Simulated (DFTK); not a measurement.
# Mo (P-1) in DFTK: reference runs

Reference runs on Mo: the cell as given.

Program: DFTK 0.8.2. These are calculated values, not measurements. Logs are shortened: lines on timing, memory, paths and dates and some standing lists are left out, and cuts for length are marked.

**1. The cell of the first run**

The typed cell holds 1 atom: a = 2.825 Å, b = 2.722 Å, c = 2.538 Å, α = 89.36°, β = 92.00°, γ = 122.00°.

This isn't the form of Mo at room conditions, which is bcc.

**2. Single point, PBE (cell sheared at random, sigma 0.01, atoms nudged by 0.01 Å)**

run.jl

```julia
using DFTK
using PseudoPotentialData
using Unitful, UnitfulAtomic
using LinearAlgebra, Printf
include("save.jl")
disable_threading()

# lattice vectors are the columns
lattice = austrip(1u"Å") * [     2.8244807    -1.42787353    -0.04517286;
              -0.01805164     2.31754618    -0.01038477;
               -0.0483609     0.01455227     2.53733083]
symbols   = [:Mo]
positions = [[0.0, 0.0, 0.5]]
pseudopotentials = PseudoFamily("dojo.nc.sr.pbe.v0_4_1.standard.upf")
elements = Dict(s => ElementPsp(s, pseudopotentials) for s in unique(symbols))
atoms    = [elements[s] for s in symbols]

build_model(lattice, positions; symmetries=true) =
    model_DFT(lattice, atoms, positions;
              functionals=PBE(),
              temperature=austrip(0.05u"eV"),
              smearing=Smearing.FermiDirac(),
              symmetries)
Ecut  = 40.0  # hartree
kgrid = [11, 11, 10]
tol   = 1e-6
to_GPa = ustrip(uconvert(u"GPa", 1u"hartree/bohr^3"))

model = build_model(lattice, positions)
basis = PlaneWaveBasis(model; Ecut, kgrid)
display(basis)
scfres = self_consistent_field(basis;
                               tol,
                               nbandsalg=AdaptiveBands(model; n_bands_converge=12))
display(scfres.energies)
@printf "Fermi level: %.6f eV\n" ustrip(auconvert(u"eV", something(scfres.εF, NaN)))
forces = compute_forces_cart(scfres)
println("Forces (eV/Å)")
for (s, f) in zip(symbols, forces)
    @printf "%-3s %12.6f %12.6f %12.6f\n" s ustrip.(auconvert.(u"eV/Å", f))...
end
stress = compute_stresses_cart(scfres)
println("Stress (GPa)")
display(round.(stress * to_GPa; digits=4))
println("Levels at the first k-point (eV): ", round.(ustrip.(auconvert.(u"eV", scfres.eigenvalues[1][1:scfres.n_bands_converge])); digits=4))
save_scf!(scfres; forces, stress)
```

Potentials or basis: dojo.nc.sr.pbe.v0_4_1.standard.upf (PBE).

Started as:

```
> julia --threads=1 run.jl  # save.jl only writes the numbers to a file and isn't shown; printed stress counts tension as positive; times include loading and compiling
```

Output:

```text
PlaneWaveBasis discretization:

    Ecut                 : 40.0 Ha
    fft_size             : (36, 32, 30), 34560 total points
    kgrid                : MonkhorstPack([11, 11, 10])
    num.   red. kpoints  : 1210
    num. irred. kpoints  : 606

    Discretized Model(gga_x_pbe+gga_c_pbe, 3D):
        lattice (in Bohr)    : [5.33749   , -2.69829  , -0.0853643]
                               [-0.0341127, 4.37953   , -0.0196244]
                               [-0.0913889, 0.0274998 , 4.79486   ]
        unit cell volume     : 111.61 Bohr³

        atoms                : Mo
        pseudopot. family    : PseudoFamily("dojo.nc.sr.pbe.v0_4_1.standard.upf")

        num. electrons       : 14
        spin polarization    : none
        temperature          : 0.0018375 Ha
        smearing             : DFTK.Smearing.FermiDirac()

        terms                : Kinetic()
                               AtomicLocal()
                               AtomicNonlocal()
                               Ewald(nothing)
                               PspCorrection()
                               Hartree()
                               Xc(gga_x_pbe, gga_c_pbe)
                               Entropy()
n     Energy            log10(ΔE)   log10(Δρ)   Diag   Δtime
---   ---------------   ---------   ---------   ----   ------
  1   -70.22513379111                   -0.78    3.7    19.4s
  2   -70.24022116877       -1.82       -1.04    1.1    11.2s
  3   -70.24731546283       -2.15       -1.78    2.7    15.3s
  4   -70.24742567617       -3.96       -2.47    1.4    12.4s
  5   -70.24743775822       -4.92       -2.92    2.4    14.5s
  6   -70.24743837274       -6.21       -3.44    1.6    11.9s
  7   -70.24743851074       -6.86       -4.23    2.2    14.2s
  8   -70.24743851273       -8.70       -4.99    2.5    15.4s
  9   -70.24743851279      -10.26       -5.46    2.6    15.7s
 10   -70.24743851279      -11.65       -6.02    1.6    12.9s
Energy breakdown (in Ha):
    Kinetic             22.3834385
    AtomicLocal         -44.5823763
    AtomicNonlocal      8.5696449
    Ewald               -58.2140404
    PspCorrection       2.0016611
    Hartree             9.9170440
    Xc                  -10.3225520
    Entropy             -0.0002583

    total               -70.247438512792
Fermi level: 16.082547 eV
Forces (eV/Å)
Mo      0.000000     0.000000     0.000000
Stress (GPa)
3×3 StaticArraysCore.SMatrix{3, 3, Float64, 9} with indices SOneTo(3)×SOneTo(3):
 -7.5713  -0.0454  2.9588
 -0.0454  -5.3721  0.6551
  2.9588   0.6551  2.5311
Levels at the first k-point (eV): [-45.0572, -18.4168, -18.2947, -18.206, 9.2263, 11.6758, 14.4413, 15.7281, 20.024, 20.2469, 29.042, 32.059]
```

Wall time 4.8 min (1 thread of Intel Xeon 6975P-C (Granite Rapids), shared host); peak memory 3.1 GiB.

What came out:

* Free energy: -1911.5302 eV
* Pressure: 3.5 GPa
* Band gap on the k mesh: none (metal or under the smearing width)

Levels at points of the mesh, in eV from the Fermi level:
```
            k point  band 5  band 6  band 7  band 8  band 9  band 10
 (0.00, 0.00, 0.00)   -6.86   -4.41   -1.64   -0.35    3.94     4.16
(0.00, 0.00, -0.50)   -3.75   -0.77    0.03    0.37    0.57     0.82
```
